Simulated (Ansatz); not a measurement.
Computed with Ansatz on PBE0-D4/def2-TZVP structures; ΔE is electronic, products minus reactants. CCSD(T)/CBS adds triple-zeta CCSD(T) − MP2 to the extrapolated MP2 energy (def2 sets, frozen cores). This one scheme is used for every species. DFT in def2-TZVPP. B3LYP here is the variant with VWN-RPA as its local correlation; programs differ in this. One conformer a species, not always the lowest.

`C[SiH](F)N[SiH2]O` + `OCC(O)O` → `C[SiH](F)N[SiH](O)O` + `OCCO`  (formal exchange of groups at the Si–H bond)

(1) Is it downhill or uphill in electronic energy at CCSD(T)/CBS, and by how much? (Estimate.)

(2) What do these levels give: PBE-D4, ωB97X-V, ωB97M-V, PBE, r2SCAN, B3LYP, HF/def2-TZVPP, CCSD(T)/def2-TZVPP, HF/def2-QZVPP, MP2/def2-QZVPP, HF/CBS(def2), MP2/CBS(def2)? (Estimate.)

Largest T1 diagnostic among the species: 0.011.

## Answers

(1) Ansatz gave: Downhill: ΔE = -1.53 eV.

(2) Computed: PBE-D4 -1.40, ωB97X-V -1.44, ωB97M-V -1.49, PBE -1.41, r2SCAN -1.50, B3LYP -1.51, HF/def2-TZVPP -1.55, CCSD(T)/def2-TZVPP -1.49, HF/def2-QZVPP -1.57, MP2/def2-QZVPP -1.58, HF/CBS(def2) -1.57, MP2/CBS(def2) -1.59 eV.

From PBE to PBE0 (25 % exact exchange), in def2-TZVPP and without D4, ΔE moves by −0.04 eV.
